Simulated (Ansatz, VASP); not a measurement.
**Al36N35 (V_N): VASP beside Ansatz**

Wanted: the spread between two codes on one cell, functional and k mesh. The cell is taken from a series of runs on this material, whose earlier steps may have relaxed, scaled, displaced or heated it; both programs get it as it stands.

Calculated with Ansatz 0.2.0; plane waves, with VASP 6.6.1 beside it; single point at HSE06.

## Step 1: The structure

The cell holds 71 atoms: 36 Al and 35 N. Cell: a = 9.341 Å, b = 9.341 Å, c = 9.967 Å, α = 90.0°, β = 90.0°, γ = 120.0°. It derives from AlN (AlN (P6_3mc)). Nearest the centre at fractional (0.556, 0.444, 0.440): Al14 at 1.93 Å, Al30 at 1.93 Å, Al18 at 1.94 Å, Al17 at 1.98 Å, N52 at 3.05 Å, N67 at 3.05 Å, N50 at 3.06 Å, N65 at 3.06 Å. The cell carries charge +1.

As a file:

```cif
data_structure
_symmetry_space_group_name_H-M 'P 1'
_symmetry_Int_Tables_number 1
_cell_length_a 9.3408
_cell_length_b 9.3408
_cell_length_c 9.9674
_cell_angle_alpha 90.000
_cell_angle_beta 90.000
_cell_angle_gamma 120.000
_cell_volume 753.15
loop_
_atom_site_label
_atom_site_type_symbol
_atom_site_fract_x
_atom_site_fract_y
_atom_site_fract_z
_atom_site_occupancy
Al1 Al 0.22065 0.11104 0.24911 1
Al2 Al 0.11005 0.22194 0.50007 1
Al3 Al 0.22110 0.11134 0.74965 1
Al4 Al 0.11055 0.22259 0.99916 1
Al5 Al 0.22072 0.44401 0.24874 1
Al6 Al 0.11114 0.55657 0.49973 1
Al7 Al 0.22108 0.44424 0.74971 1
Al8 Al 0.11087 0.55632 0.99925 1
Al9 Al 0.22201 0.77820 0.24908 1
Al10 Al 0.11092 0.88923 0.49945 1
Al11 Al 0.22189 0.77827 0.74966 1
Al12 Al 0.11089 0.88928 0.99932 1
Al13 Al 0.55613 0.11119 0.24883 1
Al14 Al 0.44145 0.21755 0.50013 1
Al15 Al 0.55581 0.11153 0.74964 1
Al16 Al 0.44372 0.22218 0.99923 1
Al17 Al 0.55517 0.44496 0.24202 1
Al18 Al 0.44176 0.55843 0.50037 1
Al19 Al 0.55523 0.44495 0.75068 1
Al20 Al 0.44373 0.55640 0.99903 1
Al21 Al 0.55617 0.77945 0.24868 1
Al22 Al 0.44359 0.88896 0.49974 1
Al23 Al 0.55591 0.77907 0.74976 1
Al24 Al 0.44385 0.88932 0.99924 1
Al25 Al 0.88860 0.11157 0.24882 1
Al26 Al 0.77794 0.22224 0.50011 1
Al27 Al 0.88856 0.11158 0.74981 1
Al28 Al 0.77748 0.22267 0.99911 1
Al29 Al 0.88899 0.44405 0.24881 1
Al30 Al 0.78257 0.55870 0.50012 1
Al31 Al 0.88864 0.44435 0.74967 1
Al32 Al 0.77797 0.55645 0.99926 1
Al33 Al 0.88916 0.77955 0.24912 1
Al34 Al 0.77820 0.89010 0.50005 1
Al35 Al 0.88880 0.77903 0.74966 1
Al36 Al 0.77759 0.88962 0.99919 1
N37 N 0.22239 0.11235 0.44009 1
N38 N 0.11100 0.22242 0.19003 1
N39 N 0.22209 0.11191 0.94031 1
N40 N 0.11091 0.22243 0.69024 1
N41 N 0.22234 0.44421 0.43984 1
N42 N 0.11095 0.55575 0.19035 1
N43 N 0.22200 0.44533 0.94028 1
N44 N 0.11089 0.55569 0.68993 1
N45 N 0.22179 0.77837 0.44006 1
N46 N 0.11102 0.88919 0.19044 1
N47 N 0.22169 0.77847 0.94025 1
N48 N 0.11092 0.88922 0.68985 1
N49 N 0.55575 0.11285 0.43983 1
N50 N 0.44431 0.22266 0.19225 1
N51 N 0.55469 0.11202 0.94029 1
N52 N 0.44493 0.22399 0.68888 1
N53 N 0.44431 0.55582 0.19182 1
N54 N 0.55501 0.44514 0.94148 1
N55 N 0.44492 0.55526 0.68917 1
N56 N 0.55594 0.77782 0.43973 1
N57 N 0.44445 0.88924 0.19033 1
N58 N 0.55485 0.77817 0.94037 1
N59 N 0.44447 0.88930 0.68994 1
N60 N 0.88849 0.11168 0.43989 1
N61 N 0.77765 0.22250 0.18996 1
N62 N 0.88833 0.11182 0.94022 1
N63 N 0.77767 0.22254 0.69025 1
N64 N 0.88729 0.44441 0.43975 1
N65 N 0.77750 0.55590 0.19230 1
N66 N 0.88815 0.44546 0.94035 1
N67 N 0.77620 0.55522 0.68893 1
N68 N 0.88783 0.77779 0.44007 1
N69 N 0.77779 0.88918 0.19005 1
N70 N 0.88826 0.77808 0.94035 1
N71 N 0.77768 0.88922 0.69024 1
```

## Step 2: VASP: single point, HSE06

A single point gives forces, pressure and levels at one fixed geometry, so differences don't come from the geometry; what else differs is listed under the comparison.

Lines of VASP's logs that name or quote its potential files are left out, and so is its time.

The run reads the wave functions of an earlier VASP run, which isn't shown here.

Contents of INCAR:

```
SYSTEM = Al36N35
PREC = Accurate
ENCUT = 520
EDIFF = 1E-06
NELM = 100
ISMEAR = 0
SIGMA = 0.01
LREAL = Auto
ALGO = Normal
LHFCALC = .TRUE.
AEXX = 0.25
GGA = PE
HFSCREEN = 0.208
LASPH = .TRUE.
NELECT = 282
NBANDS = 190
PRECFOCK = Fast
LORBIT = 11
LWAVE = .FALSE.
LCHARG = .FALSE.
ISIF = 2
```

Contents of POSCAR:

```
Al36N35
1.0
    9.3408219414      0.0000000862      0.0000000000
   -4.6704110453      8.0893890504      0.0000000000
    0.0000000000      0.0000000000      9.9673533283
Al N
36 35
Direct
    0.2206488075      0.1110402073      0.2491149029
    0.1100517299      0.2219404942      0.5000747772
    0.2211032559      0.1113363528      0.7496452541
    0.1105545232      0.2225939576      0.9991625001
    0.2207179116      0.4440098445      0.2487355069
    0.1111402128      0.5565692088      0.4997268453
    0.2210770156      0.4442395301      0.7497116940
    0.1108653288      0.5563213863      0.9992473252
    0.2220077387      0.7782009644      0.2490771046
    0.1109235981      0.8892285164      0.4994465738
    0.2218914040      0.7782671929      0.7496578458
    0.1108911917      0.8892783853      0.9993203291
    0.5561286704      0.1111921513      0.2488295050
    0.4414494791      0.2175456847      0.5001304690
    0.5558062739      0.1115309805      0.7496408683
    0.4437157561      0.2221841941      0.9992349653
    0.5551705824      0.4449552807      0.2420176076
    0.4417633927      0.5584283266      0.5003698603
    0.5552260149      0.4449513562      0.7506794647
    0.4437304902      0.5563975138      0.9990313387
    0.5561667104      0.7794541977      0.2486798432
    0.4435867410      0.8889551698      0.4997353575
    0.5559145327      0.7790740763      0.7497596032
    0.4438453175      0.8893184859      0.9992385610
    0.8886044238      0.1115732276      0.2488230410
    0.7779371733      0.2222419966      0.5001077217
    0.8885601296      0.1115784702      0.7498107353
    0.7774818469      0.2226659054      0.9991110812
    0.8889873993      0.4440508665      0.2488130594
    0.7825675734      0.5586964184      0.5001190760
    0.8886387912      0.4443507558      0.7496744632
    0.7779705542      0.5564467594      0.9992645194
    0.8891610579      0.7795459563      0.2491246999
    0.7782021072      0.8900994999      0.5000514492
    0.8887970454      0.7790304158      0.7496586700
    0.7775919966      0.8896192010      0.9991943672
    0.2223919514      0.1123458238      0.4400871579
    0.1110029958      0.2224187774      0.1900347328
    0.2220889266      0.1119095589      0.9403103199
    0.1109108193      0.2224264795      0.6902376450
    0.2223445520      0.4442092033      0.4398437161
    0.1109529039      0.5557486372      0.1903503158
    0.2219978795      0.4453291127      0.9402790215
    0.1108918658      0.5556913417      0.6899279555
    0.2217925618      0.7783697719      0.4400573533
    0.1110161585      0.8891945866      0.1904426053
    0.2216892150      0.7784742898      0.9402479854
    0.1109195140      0.8892173034      0.6898536892
    0.5557500702      0.1128484722      0.4398274579
    0.4443066677      0.2226649298      0.1922453199
    0.5546883426      0.1120192972      0.9402939292
    0.4449293091      0.2239939488      0.6888807710
    0.4443146645      0.5558185371      0.1918167703
    0.5550110064      0.4451425919      0.9414754701
    0.4449200640      0.5552631772      0.6891746075
    0.5559386928      0.7778199767      0.4397340479
    0.4444512780      0.8892379223      0.1903306139
    0.5548464422      0.7781723723      0.9403727848
    0.4444711057      0.8892965211      0.6899374475
    0.8884888650      0.1116781456      0.4398920069
    0.7776474561      0.2225001013      0.1899555850
    0.8883302106      0.1118152780      0.9402160427
    0.7776675350      0.2225402984      0.6902482768
    0.8872906107      0.4444104144      0.4397519588
    0.7775023672      0.5558997806      0.1922950679
    0.8881479783      0.4454600370      0.9403476870
    0.7762018581      0.5552183102      0.6889275690
    0.8878303023      0.7777896551      0.4400702515
    0.7777941281      0.8891822564      0.1900540422
    0.8882567233      0.7780774172      0.9403538547
    0.7776830310      0.8892229799      0.6902429413
```

Contents of KPOINTS:

```
Automatic mesh
0
Gamma
1 1 1
0 0 0
```

The projector-augmented-wave data sets are Al and N (PBE family, release 64).

Launch:

```console
export OMP_NUM_THREADS=3
mpirun -np 1 vasp_gam
```

Numbers of over 12 decimals in the logs are rounded to 6 here.

The log of the run:

```text
[banner, memory and clock lines left out]
running    1 mpi-ranks, on    1 nodes
[...]
Offloading initialized ...    1 GPUs detected
[...]
LDA part: xc-table for (Slater+PW92), standard interpolation
 found WAVECAR, reading the header
 POSCAR, INCAR and KPOINTS ok, starting setup
[...]
reading WAVECAR
 the WAVECAR file was read successfully
 initial charge from wavefunction
 entering main loop
       N       E                     dE             d eps       ncg     rms          rms(c)
DAV:   1    -0.619069775221E+03   -0.61907E+03   -0.17231E+01   472   0.877E+00    0.496E+01
DAV:   2    -0.619190012917E+03   -0.12024E+00   -0.44825E-01   424   0.162E+00    0.347E+01
DAV:   3    -0.619170222619E+03    0.19790E-01   -0.83981E-03   440   0.246E-01    0.212E+01
DAV:   4    -0.619162362966E+03    0.78597E-02   -0.36712E-03   424   0.128E-01    0.126E+01
[...]
DAV:   9    -0.619158771554E+03    0.24687E-04   -0.97148E-06   424   0.853E-03    0.813E-01
DAV:  10    -0.619158766062E+03    0.54922E-05   -0.35540E-06   336   0.540E-03    0.469E-01
DAV:  11    -0.619158765518E+03    0.54387E-06   -0.15747E-06   256   0.365E-03
   1 F= -.61915877E+03 E0= -.61915877E+03  d E =-.114511E-78
```

From OUTCAR (step 2):

```text
 POSITION                                       TOTAL-FORCE (eV/Angst)
 -----------------------------------------------------------------------------------
      1.54244      0.89825      2.48302         0.029328     -0.016551     -0.167366
     -0.00858      1.79536      4.98442        -0.079575      0.031466     -0.055716
      1.54530      0.90064      7.47198         0.031685     -0.012926     -0.058452
     -0.00694      1.80065      9.95901        -0.025563      0.014144     -0.088948
     -0.01202      3.59177      2.47923         0.015166     -0.011708     -0.112154
     -1.56127      4.50230      4.98095        -0.020918      0.097371     -0.013124
     -0.00974      3.59363      7.47264         0.021451     -0.013928     -0.074611
     -1.56268      4.50030      9.95985        -0.033395      0.024337     -0.084591
     -1.56078      6.29517      2.48264         0.034840     -0.019944     -0.104040
     -3.11695      7.19332      4.97816         0.168782     -0.096757      0.077186
     -1.56218      6.29571      7.47210         0.035354     -0.020565     -0.063921
     -3.11748      7.19372      9.96058        -0.019698      0.011958     -0.084760
      4.67539      0.89948      2.48017         0.030692     -0.027220     -0.121175
      3.10747      1.75981      4.98498         0.035132     -0.235836      0.115251
[...]
-----------------------------------------------------------------------------------
    total drift:                                0.000919     -0.000499      0.086059

  FREE ENERGIE OF THE ION-ELECTRON SYSTEM (eV)
  ---------------------------------------------------
  free  energy   TOTEN  =      -619.1587655183 eV

  energy  without entropy=     -619.1587655183  energy(sigma->0) =     -619.15876552
```

The run ends at a pressure of -4.27 GPa, with forces up to 0.34 eV/Å.

(Part 1 of 2 ends here.)

[Lines on the potential files, build, host, timing and source positions are cut from VASP's logs without a mark.]

[Logs are printed without paths, hosts, clocks, repeated set-up lines and the standing remarks that a program may print on its own settings, such as how far it seeks lower states.]

[Hosts, paths, dates, database ids (printed as entryN), source tags and the programs' standing remarks are cut or masked in the printed files.]
